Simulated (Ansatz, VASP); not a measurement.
## Au in VASP and in Ansatz

```
Au
1.0
     0.00000    2.03500    2.03500
     2.03500    0.00000    2.03500
     2.03500    2.03500    0.00000
Au
1
Direct
  0.00000 0.00000 0.00000
```

Alike in both runs: task relaxation of cell and atoms; functional PBE; dispersion D4; k mesh 11 × 11 × 11; occupations fermi-dirac, width 0.05 eV; no spin polarisation.

|  | VASP | Ansatz |
| --- | --- | --- |
| version | VASP 6.6.1 | Ansatz 0.2.0 |
| potentials or method | VASP PAW PBE potentials, release 64 (Au), cutoff 600 eV | all-electron LAPW, scalar-relativistic |

VASP gave:

| Property | Result |
| --- | --- |
| relaxed volume (Å³/atom) | 17.30 |
| relaxed cell length with the largest relative difference (Å) | 2.903 |
| energy change over the relaxation (meV/atom) | -6 |

Q: Which values does Ansatz return?

A: Relaxed volume (Å³/atom): 17.31; relaxed cell length with the largest relative difference (Å): 2.904; energy change over the relaxation (meV/atom): -7.

Ansatz ran all-electron here, so the differences hold the error of VASP's frozen core and of both bases.

Caveats: pairwise dispersion overbinds metals, which lowers pressure and volume (VASP). The runs have no spin-orbit coupling, so splittings on Au are missing. Zero-point motion and thermal expansion aren't in these numbers.
